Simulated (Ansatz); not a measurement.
Input and command of a calculation in Ansatz (plane waves; scalar-relativistic PAW potentials unless the input names others):

```yaml
crystal:
  lattice:
    - [2.4648840281, 0.0, 0.0]
    - [-1.2324420141, 2.1346521857, 0.0]
    - [0.0, 0.0, 20.606094764]
  atoms:
    - { symbol: C, position: [0.6413105042, 0.3079771708, 0.9519899901] }
    - { symbol: C, position: [0.6666666667, 0.3333333333, 0.4520101828] }
    - { symbol: C, position: [0.6666666667, 0.3333333333, 0.7793231472] }
    - { symbol: C, position: [0.6666666667, 0.3333333333, 0.27934334] }
    - { symbol: C, position: [0.0, 0.0, 0.615666665] }
    - { symbol: C, position: [0.3333333333, 0.6666666667, 0.2793231472] }
    - { symbol: C, position: [0.0, 0.0, 0.115666665] }
    - { symbol: C, position: [0.6666666667, 0.3333333333, 0.615666665] }
    - { symbol: C, position: [0.3333333333, 0.6666666667, 0.77934334] }
    - { symbol: C, position: [0.3333333333, 0.6666666667, 0.115666665] }
    - { symbol: C, position: [0.3333333333, 0.6666666667, 0.4519899901] }
    - { symbol: C, position: [0.3333333333, 0.6666666667, 0.9520101828] }
kpoints:
  mp_grid: { grid: [18, 18, 2] }
hamiltonian:
  xc: pbe
  dispersion: d3bj
  pseudopotentials: { kind: nc }
scf:
  occupations: { method: gaussian, width: 0.15 }
output:
  forces: true
  eigenvalues: true
  stress: true
```

```bash
ansatz run input.yaml --threads 4 --pin off --max-ram 9216MiB --backend cpu --events-out ev --progress --plain --runs-dir out
```

Abridged log:
```
Pseudopotentials: kind: nc
Pseudopotential: C, nc, valence charge 4, recommended cutoff 1115.666836 eV (normal), C.nc.azcp
Functional definition: PBE
Crystal: 12 atoms, lattice volume = 108.422 Å³
Basis set: ecut = 1115.666836 eV, 9257 PW (Γ), exchange–correlation on 54×54×450 points (8 copies of the dense FFT grid, shifted against one another)
Bands: 36, of which v1, the nominal top of the filled ones, is band 24 counted from 1 (23 counted from 0)
Symmetry: 1 space group operations
Space group: P1 (ITA 1), of the structure as read, at distance tolerance 4.8e-5 Å
k-points: 328 of 648 (time reversal used)
Initial density: superposition of atomic densities (chi_scale 0.1, normalization cell)
Initial wavefunctions: pseudopotential atomic-orbital guess
Functional: x = pbe(κ = 0.804, μ = 0.21951497), c = pbe(β = 0.06672455)
SCF iter   1: F=—  HF=-1977.043956 eV  |F-HF|=—  |Δ(HF+E_count)|=         —  Δρ=1.31e-1  dr2=1.60e1  ethr=3.10e-3  ⟨swp⟩=9.6  Hψ=74828  notcnv=0  defer=177
SCF iter   2: F=—  HF=-1972.727732 eV  |F-HF|=—  |Δ(HF+E_count)|=    4.32e0  Δρ=7.45e-2  dr2=6.14e0  ethr=3.10e-3  ⟨swp⟩=3.1  Hψ=25397  notcnv=0  defer=1904
SCF iter   3: F=—  HF=-1970.079299 eV  |F-HF|=—  |Δ(HF+E_count)|=    2.65e0  Δρ=1.17e-2  dr2=2.01e-1  ethr=3.10e-3  ⟨swp⟩=3.8  Hψ=25240  notcnv=0  defer=1969
SCF iter   4: F=—  HF=-1970.113890 eV  |F-HF|=—  |Δ(HF+E_count)|=   3.46e-2  Δρ=2.51e-3  dr2=1.27e-2  ethr=4.19e-4  ⟨swp⟩=2.6  Hψ=21243  notcnv=0  defer=1935
SCF iter   5: F=—  HF=-1970.124061 eV  |F-HF|=—  |Δ(HF+E_count)|=   1.02e-2  Δρ=1.02e-3  dr2=1.80e-3  ethr=2.64e-5  ⟨swp⟩=2.3  Hψ=18419  notcnv=0  defer=1935
SCF iter   6: F=—  HF=-1970.125150 eV  |F-HF|=—  |Δ(HF+E_count)|=   1.09e-3  Δρ=5.93e-4  dr2=8.82e-4  ethr=3.75e-6  ⟨swp⟩=2.3  Hψ=18568  notcnv=0  defer=1935
SCF iter   7: F=—  HF=-1970.125120 eV  |F-HF|=—  |Δ(HF+E_count)|=   3.04e-5  Δρ=1.82e-4  dr2=3.78e-4  ethr=1.84e-6  ⟨swp⟩=2.2  Hψ=17209  notcnv=0  defer=1935
SCF iter   8: F=—  HF=-1970.125066 eV  |F-HF|=—  |Δ(HF+E_count)|=   5.40e-5  Δρ=1.19e-4  dr2=4.79e-5  ethr=7.86e-7  ⟨swp⟩=2.0  Hψ=12161  notcnv=0  defer=1935
SCF iter   9: F=—  HF=-1970.125019 eV  |F-HF|=—  |Δ(HF+E_count)|=   4.71e-5  Δρ=5.23e-5  dr2=1.04e-5  ethr=9.99e-8  ⟨swp⟩=2.7  Hψ=16946  notcnv=0  defer=1935
SCF iter  10: F=—  HF=-1970.125019 eV  |F-HF|=—  |Δ(HF+E_count)|=   3.07e-7  Δρ=4.18e-5  dr2=3.83e-6  ethr=2.16e-8  ⟨swp⟩=2.8  Hψ=18463  notcnv=0  defer=1935
SCF iter  11: F=—  HF=-1970.125019 eV  |F-HF|=—  |Δ(HF+E_count)|=   7.64e-7  Δρ=1.84e-5  dr2=1.36e-6  ethr=7.97e-9  ⟨swp⟩=2.8  Hψ=18706  notcnv=0  defer=1935
SCF iter  12: F=—  HF=-1970.125018 eV  |F-HF|=—  |Δ(HF+E_count)|=   1.34e-7  Δρ=5.35e-6  dr2=5.11e-7  ethr=2.83e-9  ⟨swp⟩=2.4  Hψ=14825  notcnv=0  defer=1935
SCF iter  13: F=—  HF=-1970.125018 eV  |F-HF|=—  |Δ(HF+E_count)|=   2.63e-8  Δρ=2.62e-6  dr2=2.96e-7  ethr=1.06e-9  ⟨swp⟩=1.1  Hψ=10343  notcnv=0  defer=1935
SCF iter  14: F=—  HF=-1970.125018 eV  |F-HF|=—  |Δ(HF+E_count)|=   2.42e-8  Δρ=3.39e-6  dr2=1.41e-7  ethr=6.17e-10  ⟨swp⟩=1.3  Hψ=10381  notcnv=0  defer=1935
SCF iter  15: F=-1970.125018 eV  HF=-1970.125018 eV  |F-HF|=4.29e-8  |Δ(HF+E_count)|=   1.59e-8  Δρ=3.66e-6  dr2=5.46e-8  ethr=2.08e-10  ⟨swp⟩=22.7  Hψ=91559  notcnv=0
SCF 1 converged in 15 iterations: F = -1970.125018 eV  dr2 = 5.46e-8
SCF converged after 15 iterations
Free energy (F): -1970.125018 eV
Harris-Foulkes:  -1970.125018 eV  (|F-HF|=4.29e-8)
Internal energy: -1970.122654 eV  (E = F + TS)
E sigma→0 (E₀):  -1970.123836 eV
Entropy (-TS):   -0.002365 eV (-0.197 meV/atom)
Fermi energy:    6.750438 eV
  E_disp       = -1.825685  (pairwise vdW)
--- Forces (eV/Å), atoms counted from 1 ---
  atom   1  C      1.46467714     3.04191762     0.00056959
  atom   2  C     -0.00000163    -0.00000796    -0.00055240
  atom   3  C      0.00999596     0.02071587    -0.00112756
  atom   4  C     -0.00008885    -0.00019737     0.00018141
  atom   5  C     -0.00009554    -0.00027647    -0.00010674
  atom   6  C      0.00009638     0.00021023    -0.00092245
  atom   7  C      0.00047801     0.00316020    -0.00030227
  atom   8  C      0.00008787     0.00021143     0.00096091
  atom   9  C     -0.00938709    -0.01957565    -0.00055424
  atom  10  C     -0.00074667    -0.00452649     0.00204112
  atom  11  C     -0.00000043     0.00000308     0.00053505
  atom  12  C     -1.46502346    -3.04165526    -0.00072592
--- Stress (GPa, compression-positive) ---
       -0.677297      -0.497585      -0.005268
       -0.497585       1.316194      -0.013745
       -0.005268      -0.013745      -0.024243
  P = ⅓ Tr σ = 0.2049 GPa (2.049 kbar)
```

Apart from outputs and empty bands, the input differs from a reference run on usual settings in hamiltonian.pseudopotentials: not typed → {"kind": "nc"}; basis.ecutwfc: 420 → not typed. The reference, at the same geometry (not necessarily relaxed), gave pressure 0.29 GPa, largest force 3.379 eV/Å, no gap on the mesh. This run converged in 15 SCF iterations (reference: 6) with a total energy on another zero, pressure 0.20 GPa, largest force 3.376 eV/Å, no gap on the mesh.

It took 4.9 min on 4 threads of Intel(R) Xeon(R) Processor @ 2.50GHz (Skylake/Cascade Lake) (shared host), peak memory 2.8 GiB.